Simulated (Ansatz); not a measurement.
Free-standing chains of the atoms of Ge, named by their start (strip: triangular double chain, ladder: square double chain); atoms and period are relaxed, and energies count from relaxed bulk Ge (Fd-3m, 23.90 Å³/atom, gap on the mesh 0.00 eV).

Level of theory: DFT PBE, scalar-relativistic, plane waves, PAW (Ansatz 0.2.0).

Cutoff 420 eV, Gaussian smearing of 0.05 eV, energies at zero smearing, symmetry of each start kept, collinear spin where a moment is listed.

| start | atoms | k mesh | excess energy (eV per host atom) | period (Å) | gap on the mesh (eV) | highest filled level or Fermi level under vacuum (eV) |
| --- | --- | --- | --- | --- | --- | --- |
| linear chain | 1 | 1×1×28 | 1.531 | 2.381 | 0 | 4.88 |
| dimerised chain | 2 | 1×1×14 | 1.531 | 4.762 | 0 | 4.89 |
| zigzag chain | 2 | 1×1×16 | 1.153 | 4.005 | 0.16 | - |
| ladder chain | 4 | 1×1×14 | 0.931 | 4.951 | 0 | - |
| strip chain | 2 | 1×1×27 | 0.882 | 2.672 | 0 | 4.34 |

Zero in every row: size of the moment (μB per cell).

Gaps under about 0.2 eV rest on few k points and may close between them. Each run keeps its start's symmetry and one magnetic start, so lower states can exist. Rows stand on unlike meshes and boxes, so starts that end alike can differ by a few hundredths of an eV per atom.